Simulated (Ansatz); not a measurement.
A relaxation computed with Ansatz, from input to last step.

```yaml
crystal:
  lattice:
    - [6.7100000492, -1.8745637607, 0.0057374424]
    - [6.7100000492, 1.8745637607, 0.0057374424]
    - [-0.7195612098, 0.0, 6.1488860225]
  atoms:
    - { symbol: Si, position: [0.0542756727, 0.0542756727, 0.8716769554] }
    - { symbol: Si, position: [0.9457243273, 0.9457243273, 0.1283230446] }
    - { symbol: Si, position: [0.5584137685, 0.5584137685, 0.652828182] }
    - { symbol: Si, position: [0.4415862315, 0.4415862315, 0.347171818] }
    - { symbol: Si, position: [0.2117668982, 0.2117668982, 0.0572404989] }
    - { symbol: Si, position: [0.7882331018, 0.7882331018, 0.9427595011] }
    - { symbol: Si, position: [0.7271201503, 0.7271201503, 0.5856860129] }
    - { symbol: Si, position: [0.2728798497, 0.2728798497, 0.4143139871] }
basis:
  ecutwfc: 420
kpoints:
  mp_grid: { grid: [10, 10, 6] }
hamiltonian:
  xc: pbe
scf:
  occupations: { method: gaussian, width: 0.01 }
output:
  forces: true
  stress: true
  eigenvalues: true
relax:
  adjacent_minimum: "off"
  f_tol: 0.01
  max_steps: 30
  cell: { stress_tol: 0.1, fix: [volume] }
```

```bash
ansatz run input.yaml --threads 2 --pin off --max-ram 5120MiB --backend cpu --events-out ev --progress --plain --runs-dir out
```

Level of theory: Ansatz, DFT PBE, scalar-relativistic, plane waves, PAW.

The volume is held at 0.91 times that of the relaxed cell.

Of 4 frames 3 are shown, positions in Å and forces in eV/Å; the SCF threshold varies from step to step. Steps run on the plane waves of an earlier cell, with a Pulay correction in the pressure. The basis is chosen afresh for the last frame, the zero of the energies, and at times for earlier ones too; energy and pressure step there, also at an unchanged geometry.

```xyz
8
Lattice="6.7100 -1.8746 0.0057 6.7100 1.8746 0.0057 -0.7196 0.0000 6.1489" Properties=species:S:1:pos:R:3:forces:R:3 pbc="T T T" step=1 free_energy_over_end_meV_per_atom=0.40 pressure_GPa=9.39
Si    0.1012    0.0000    5.3605   -0.0849    0.0000   -0.0365
Si   12.5993    0.0000    0.7999    0.0849    0.0000    0.0365
Si    7.0242    0.0000    4.0206   -0.0413    0.0000   -0.0489
Si    5.6763    0.0000    2.1398    0.0413    0.0000    0.0489
Si    2.8007    0.0000    0.3544   -0.0982    0.0000    0.0289
Si    9.8997    0.0000    5.8060    0.0982    0.0000   -0.0289
Si    9.3365    0.0000    3.6097   -0.0179    0.0000   -0.0512
Si    3.3639    0.0000    2.5507    0.0179    0.0000    0.0512
8
Lattice="6.6946 -1.8731 0.0105 6.6946 1.8731 0.0105 -0.7135 0.0000 6.1674" Properties=species:S:1:pos:R:3:forces:R:3 pbc="T T T" step=2 free_energy_over_end_meV_per_atom=0.05 pressure_GPa=9.22
Si    0.0976    0.0000    5.3712   -0.0196    0.0000   -0.0197
Si   12.5782    0.0000    0.8173    0.0196    0.0000    0.0197
Si    7.0064    0.0000    4.0352   -0.0063    0.0000    0.0150
Si    5.6694    0.0000    2.1532    0.0063    0.0000   -0.0150
Si    2.7873    0.0000    0.3597   -0.0160    0.0000   -0.0199
Si    9.8884    0.0000    5.8288    0.0160    0.0000    0.0199
Si    9.3189    0.0000    3.6289    0.0029    0.0000   -0.0021
Si    3.3569    0.0000    2.5595   -0.0029    0.0000    0.0021
8
Lattice="6.6868 -1.8753 0.0118 6.6868 1.8753 0.0118 -0.7115 0.0000 6.1673" Properties=species:S:1:pos:R:3:forces:R:3 pbc="T T T" step=4 free_energy_over_end_meV_per_atom=0.00 pressure_GPa=9.18
Si    0.0946    0.0000    5.3667   -0.0006    0.0000   -0.0011
Si   12.5675    0.0000    0.8241    0.0006    0.0000    0.0011
Si    6.9977    0.0000    4.0370    0.0016    0.0000    0.0059
Si    5.6643    0.0000    2.1538   -0.0016    0.0000   -0.0059
Si    2.7817    0.0000    0.3574    0.0042    0.0000   -0.0085
Si    9.8803    0.0000    5.8334   -0.0042    0.0000    0.0085
Si    9.3107    0.0000    3.6317    0.0094    0.0000    0.0099
Si    3.3513    0.0000    2.5591   -0.0094    0.0000   -0.0099
```

Time: 51 s on 2 threads of Intel(R) Xeon(R) Platinum 8488C (Sapphire Rapids), on a shared host, peak memory 0.88 GiB.